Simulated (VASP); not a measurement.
Here is a VASP 6.6.1 calculation.

Contents of INCAR:

```
SYSTEM = InP
PREC = Accurate
ENCUT = 520
EDIFF = 1E-6
ISMEAR = -1
SIGMA = 0.05
LREAL = .FALSE.
LASPH = .TRUE.
NELM = 100
ALGO = Normal
ISIF = 2
LWAVE = .FALSE.
LCHARG = .FALSE.
GGA = RE
NBANDS = 16
```

The input KPOINTS:

```
regular mesh
0
G
  8 8 8
  0 0 0
```

The input POSCAR:

```
InP
1.0
    0.0000000000      3.0012760745      3.0012760745
    3.0012760745      0.0000000000      3.0012760745
    3.0012760745      3.0012760745      0.0000000000
In P
1 1
Direct
    0.0000000000      0.0000000000      0.0000000000
    0.7500000000      0.7500000000      0.7500000000
```

Potentials or basis: VASP PAW PBE potentials, release 64 (In_d, P).

Run with:

```sh
$ cat potpaw_PBE.64/In_d/POTCAR potpaw_PBE.64/P/POTCAR > POTCAR
$ mpirun -np 1 vasp_std > vasp.out
```

Problem. Estimate the pressure.

Solution. -0.1 GPa.

Problem. What does it give for the band gap on the k mesh?

Solution. 0.42 eV, direct.

Caveat: the PAW data sets were made with another functional, which shifts forces and pressure a little; spin-orbit coupling is left out, which moves the levels of the heavy elements.

**Experimental background.**

From a printed reference work, data compilation, for a bulk crystal of InP at 1.6 K: band gap 1.4236 eV (direct).

Measured gap of InP: 1.4236 eV (direct; 1.6 K; a printed reference work, data compilation). This calculation gives 0.42 eV (-1.01 eV). So large a miss can be the level of theory's own, or it may mean another phase, state or a wrong row. Spin-orbit coupling on In is left out. The value is that of revPBE, without temperature or zero-point motion. Semilocal functionals fall short of measured gaps as a rule.
